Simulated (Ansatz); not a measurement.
# Yb (P6_3/mmc): equation of state

How stiff is Yb (P6_3/mmc)? Energies and pressures are computed at volumes on both sides of the relaxed cell and fitted. Whether the element takes this structure at low temperature is a separate question.

Computed with Ansatz 0.2.0 (DFT PBE+U (U_eff = 6 eV on Yb 4f), scalar-relativistic, plane waves, PAW, unless a step's input says otherwise).

### Step 1. Starting point

It takes space group P6_3/mmc (No. 194, hexagonal). Conventional cell: a = 3.856 Å, b = 3.856 Å, c = 6.337 Å, α = 90.00°, β = 90.00°, γ = 120.00°. Yb (site symmetry -6m2) is surrounded by 12 Yb at 3.86 to 3.87 Å.

Structure file:

```
Yb
1.0
     3.85628    0.00000    0.00000
    -1.92814    3.33964    0.00000
     0.00000    0.00000    6.33702
Yb
2
Cartesian
  0.0000 2.2264 1.5843
  1.9281 1.1132 4.7528
```

An earlier run at PBE+U (U_eff = 6 eV on Yb 4f) left this cell at 40.806 Å³/atom and 0.00 GPa (14×14×8 mesh).

Volume factors to run: 0.980, 1.020, 0.960, 1.040.

### Step 2. Scaling the volume by 0.980

Input file input.yaml:

```yaml
crystal:
  lattice:
    - [3.8303991905, 0.0, 0.0]
    - [-1.9151995953, 3.3172230056, 0.0]
    - [0.0, 0.0, 6.2944901423]
  atoms:
    - { symbol: Yb, position: [0.3333333333, 0.6666666667, 0.25] }
    - { symbol: Yb, position: [0.6666666667, 0.3333333333, 0.75] }
basis:
  ecutwfc: 420
  ecutrho_ratio: 4
kpoints:
  mp_grid: { grid: [14, 14, 8] }
hamiltonian:
  xc: pbe
  hubbard: { sites: [{ species: Yb, l: f, u_eff: 6.0 }] }
scf:
  occupations: { method: gaussian, width: 0.05 }
output:
  forces: true
  stress: true
  eigenvalues: true
  populations: true
relax:
  f_tol: 0.01
  max_steps: 40
  cell: { stress_tol: 0.1, fix: [volume] }
```

Started as:

```console
$ ansatz run input.yaml --threads 2 --pin off --max-ram 5120MiB --backend cpu --events-out ev --progress --plain --runs-dir out
```

After this run come: Scaling the volume by 1.020; At 0.960 of the relaxed volume; At 1.040 of the relaxed volume.

Q: Predict the outcome of this session. Wanted: V0; B0; B0′; scatter of the fit.

The runs gave:

| quantity | value |
| --- | --- |
| V0 | 40.797 Å³/atom |
| B0 | 14.4 GPa |
| B0′ | 3.5 |
| scatter of the fit | 0.000 meV/atom |

In words: The fitted minimum lies at 40.80 Å³/atom, and the bulk modulus is 14.4 GPa, which is soft. One per cent of compression takes about 0.14 GPa. These are values at 0 K without zero-point motion. Spin polarisation wasn't allowed in this run. Spin–orbit coupling is left out, though the cell holds Yb; it splits the 4f levels.
